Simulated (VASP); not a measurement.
## MnS: relaxation of cell and atoms with PBE

Crystal: MnS.

```
CELL_PARAMETERS angstrom
0.00000 2.34824 2.34824
2.34824 0.00000 2.34824
2.34824 2.34824 0.00000
ATOMIC_POSITIONS crystal
Mn 0.00000 0.00000 0.00000
S 0.50000 0.50000 0.50000
```

| Item | Value |
| --- | --- |
| Program | VASP 6.6.1 |
| Task | relaxation of cell and atoms |
| Functional | PBE |
| Potentials or basis | VASP PAW PBE potentials, release 64 (Mn_pv, S) |
| Cutoff | 350 eV |
| k mesh | 14 × 14 × 14 |
| Occupations | gaussian, width 0.1 eV |
| Spin | collinear spin, ferromagnetic start |
| Starting moments | [5.0, 0.0] μB |
| Target pressure | 20 GPa |
| Further INCAR settings | ALGO = Fast; EDIFF = 1e-07; IBRION = 2; EDIFFG = -0.002; NSW = 80; ISIF = 3 |
| Target pressure | 20 GPa |

The relaxed volume is 12.97 Å³/atom, the relaxed cell is a = 3.322 Å, b = 3.322 Å, c = 3.322 Å, α = 60.00°, β = 60.00°, γ = 60.00° and the space group after relaxing (to 0.05 Å) is Fm-3m (No. 225). The energy change on relaxing (the enthalpy is what falls) is -2.2 meV/atom, the ionic steps are 3 and the pressure after relaxing is 20.0 GPa. The band gap on the k mesh is none (metal or under the smearing width) and the net moment is 3.45 μB per cell. The site moments are Mn +3.24; S +0.04 μB and the valence electrons inside the program's atomic spheres are Mn 11.72; S 3.79.

The path:
```csv
step,energy change (eV),largest force (eV/Å),pressure (GPa),volume (Å³)
1,0.0000,0.0000,20.20,25.90
2,-0.0074,0.0000,19.89,25.96
3,-0.0044,0.0000,20.00,25.93
```

Final structure:
```
CELL_PARAMETERS angstrom
0.00000 2.34930 2.34930
2.34930 0.00000 2.34930
2.34930 2.34930 0.00000
ATOMIC_POSITIONS crystal
Mn 0.00000 0.00000 0.00000
S 0.50000 0.50000 0.50000
```

Levels at points of the mesh, in eV from the Fermi level:
Spin up:
| k point | band 7 | band 8 | band 9 | band 10 | band 11 | band 12 | band 13 | band 14 | band 15 | band 16 |
| --- | --- | --- | --- | --- | --- | --- | --- | --- | --- | --- |
| (0.00, 0.00, 0.00) | -3.41 | -3.17 | -3.17 | -2.04 | -2.04 | -2.04 | 4.82 | 9.64 | 9.64 | 9.64 |
| (0.50, 0.00, 0.00) | -5.88 | -2.29 | -2.29 | -1.73 | 2.07 | 2.07 | 3.19 | 5.86 | 5.86 | 13.11 |
| (0.50, 0.50, 0.00) | -4.32 | -4.32 | -2.67 | -2.04 | -2.04 | -1.05 | 2.03 | 6.35 | 13.33 | 15.48 |
Spin down:
```tsv
k point	band 4	band 5	band 6	band 7	band 8	band 9	band 10	band 11	band 12	band 13
(0.00, 0.00, 0.00)	-16.60	-1.89	-1.89	-1.89	-0.77	-0.77	-0.77	-0.67	-0.67	5.45
(0.50, 0.00, 0.00)	-14.36	-8.55	-4.79	-4.79	0.87	0.87	1.29	3.45	4.09	4.09
(0.50, 0.50, 0.00)	-14.23	-7.44	-4.08	-4.08	-2.52	0.01	1.26	1.26	1.54	3.32
```

It took 64 s on 1 thread of AMD EPYC 9R14 (Zen 4), on a shared host, peak memory 0.12 GiB.

Caveat: the cell is relaxed towards a set pressure, so the enthalpy falls and the energy may rise; a cell with one magnetic atom can't hold antiferromagnetic order, which such compounds often take; semilocal functionals often make such compounds metallic where correlation or magnetic order opens a gap, which also shifts bond lengths. With open d or f shells a metallic result of PBE can be an artefact of self-interaction; +U or a hybrid may open a gap.
